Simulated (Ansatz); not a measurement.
N: eigenvalues along the path

```
N
1.0
     5.72334    0.00000    0.00000
     0.00000    5.72334    0.00000
     0.00000    0.00000    5.72334
N
4
Direct
  0.03000 0.03000 0.03000
  0.47000 0.97000 0.53000
  0.53000 0.47000 0.97000
  0.97000 0.53000 0.47000
```

Atom numbers follow the list: N1, N2, N3, N4.

The geometry is COD entry 9012480, unchecked; take it as a test cell. The listed cell was then made from it by scaling, straining or moving an atom.

All numbers below come from DFT, PBEsol, all-electron LAPW, scalar-relativistic (Ansatz 0.2.0).

Numerical set-up: a Γ-centred 4×4×4 k mesh, Fermi–Dirac smearing of 0.02 eV, basis error target 1 meV/atom, no spin polarisation.

Path points, in fractions of the reciprocal vectors: Γ (0.000, 0.000, 0.000), X (0.000, 0.500, 0.000), M (0.500, 0.500, 0.000), R (0.500, 0.500, 0.500), X1 (0.500, 0.000, 0.000). Levels in eV from the Fermi level; bands 1 to 16, counted from the lowest band of the run. The gap is zero.

```
# k(1/Å) point b1 b2 b3 b4 b5 b6 b7 b8 b9 b10 b11 b12 b13 b14 b15 b16
0.000 Γ -11.64 -11.46 -11.46 -11.46 -0.44 -0.44 -0.44 -0.02 -0.02 -0.02 0.01 0.01 0.05 0.23 0.23 0.23
0.110 - -11.64 -11.47 -11.46 -11.46 -0.43 -0.43 -0.42 -0.06 -0.04 0.01 0.01 0.02 0.05 0.21 0.23 0.23
0.220 - -11.63 -11.49 -11.46 -11.46 -0.41 -0.41 -0.38 -0.11 -0.07 0.01 0.02 0.04 0.05 0.16 0.21 0.21
0.329 - -11.61 -11.51 -11.46 -11.46 -0.37 -0.37 -0.32 -0.17 -0.12 0.01 0.02 0.03 0.07 0.12 0.19 0.19
0.439 - -11.58 -11.53 -11.46 -11.46 -0.33 -0.32 -0.25 -0.21 -0.18 -0.06 0.02 0.03 0.10 0.12 0.16 0.17
0.549 X -11.56 -11.56 -11.46 -11.46 -0.29 -0.29 -0.24 -0.24 -0.15 -0.15 0.02 0.02 0.13 0.13 0.14 0.14
0.659 - -11.56 -11.56 -11.46 -11.46 -0.30 -0.30 -0.23 -0.23 -0.17 -0.17 0.03 0.03 0.12 0.12 0.15 0.15
0.768 - -11.55 -11.55 -11.46 -11.46 -0.32 -0.32 -0.22 -0.22 -0.19 -0.19 0.05 0.05 0.12 0.12 0.17 0.17
0.878 - -11.54 -11.54 -11.47 -11.47 -0.34 -0.34 -0.25 -0.25 -0.18 -0.18 0.04 0.04 0.13 0.13 0.19 0.19
0.988 - -11.53 -11.53 -11.48 -11.48 -0.35 -0.35 -0.28 -0.28 -0.15 -0.15 0.02 0.02 0.15 0.15 0.20 0.20
1.098 M -11.53 -11.53 -11.48 -11.48 -0.36 -0.36 -0.29 -0.29 -0.13 -0.13 0.00 0.00 0.16 0.16 0.20 0.20
1.253 - -11.55 -11.53 -11.48 -11.47 -0.36 -0.34 -0.30 -0.25 -0.19 -0.12 0.00 0.05 0.14 0.15 0.18 0.21
1.408 - -11.58 -11.51 -11.48 -11.46 -0.37 -0.32 -0.30 -0.27 -0.12 -0.09 0.01 0.07 0.10 0.13 0.15 0.23
1.564 - -11.61 -11.49 -11.47 -11.46 -0.39 -0.37 -0.35 -0.18 -0.07 0.01 0.02 0.05 0.05 0.10 0.19 0.23
1.719 - -11.63 -11.48 -11.47 -11.46 -0.43 -0.42 -0.40 -0.09 -0.04 0.00 0.02 0.03 0.05 0.18 0.22 0.23
1.874 Γ -11.64 -11.46 -11.46 -11.46 -0.44 -0.44 -0.44 -0.02 -0.02 -0.02 0.01 0.01 0.05 0.23 0.23 0.23
2.064 - -11.63 -11.48 -11.47 -11.46 -0.42 -0.41 -0.40 -0.11 -0.04 0.00 0.02 0.04 0.05 0.16 0.23 0.23
2.254 - -11.60 -11.50 -11.48 -11.46 -0.39 -0.38 -0.35 -0.18 -0.08 -0.03 0.00 0.06 0.08 0.09 0.21 0.22
2.445 - -11.56 -11.51 -11.49 -11.47 -0.44 -0.43 -0.39 -0.28 -0.10 0.00 0.05 0.11 0.13 0.13 0.20 0.21
2.635 - -11.53 -11.51 -11.50 -11.49 -0.51 -0.50 -0.47 -0.44 0.05 0.09 0.12 0.14 0.15 0.16 0.18 0.19
2.825 R -11.51 -11.51 -11.51 -11.51 -0.52 -0.52 -0.52 -0.52 0.15 0.15 0.15 0.15 0.16 0.16 0.16 0.16
2.980 - -11.52 -11.52 -11.50 -11.50 -0.51 -0.51 -0.47 -0.47 0.08 0.08 0.14 0.14 0.16 0.16 0.18 0.18
3.135 - -11.53 -11.53 -11.48 -11.48 -0.46 -0.46 -0.38 -0.38 -0.02 -0.02 0.12 0.12 0.14 0.14 0.19 0.19
3.291 - -11.54 -11.54 -11.47 -11.47 -0.39 -0.39 -0.27 -0.27 -0.13 -0.13 0.09 0.09 0.13 0.13 0.18 0.18
3.446 - -11.55 -11.55 -11.46 -11.46 -0.32 -0.32 -0.22 -0.22 -0.18 -0.18 0.04 0.04 0.12 0.12 0.16 0.16
3.601 X -11.56 -11.56 -11.46 -11.46 -0.29 -0.29 -0.24 -0.24 -0.15 -0.15 0.02 0.02 0.13 0.13 0.14 0.14
4.377 R -11.51 -11.51 -11.51 -11.51 -0.52 -0.52 -0.52 -0.52 0.15 0.15 0.15 0.15 0.16 0.16 0.16 0.16
4.487 - -11.51 -11.51 -11.50 -11.50 -0.52 -0.52 -0.49 -0.49 0.11 0.11 0.14 0.14 0.17 0.17 0.18 0.18
4.597 - -11.52 -11.52 -11.49 -11.49 -0.49 -0.49 -0.44 -0.44 0.05 0.05 0.11 0.11 0.17 0.17 0.19 0.19
4.707 - -11.53 -11.53 -11.49 -11.49 -0.44 -0.44 -0.38 -0.38 -0.02 -0.02 0.07 0.07 0.17 0.17 0.19 0.19
4.817 - -11.53 -11.53 -11.49 -11.49 -0.39 -0.39 -0.32 -0.32 -0.10 -0.10 0.02 0.02 0.17 0.17 0.20 0.20
4.926 M -11.53 -11.53 -11.48 -11.48 -0.36 -0.36 -0.29 -0.29 -0.13 -0.13 0.00 0.00 0.16 0.16 0.20 0.20
5.036 - -11.53 -11.53 -11.48 -11.48 -0.35 -0.35 -0.28 -0.28 -0.15 -0.15 0.02 0.02 0.15 0.15 0.20 0.20
5.146 - -11.54 -11.54 -11.47 -11.47 -0.34 -0.34 -0.25 -0.25 -0.18 -0.18 0.05 0.05 0.13 0.13 0.19 0.19
5.256 - -11.55 -11.55 -11.46 -11.46 -0.32 -0.32 -0.22 -0.22 -0.20 -0.20 0.06 0.06 0.11 0.11 0.17 0.17
5.365 - -11.56 -11.56 -11.46 -11.46 -0.30 -0.30 -0.23 -0.23 -0.17 -0.17 0.03 0.03 0.12 0.12 0.15 0.15
5.475 X1 -11.56 -11.56 -11.46 -11.46 -0.29 -0.29 -0.24 -0.24 -0.15 -0.15 0.02 0.02 0.13 0.13 0.14 0.14
```
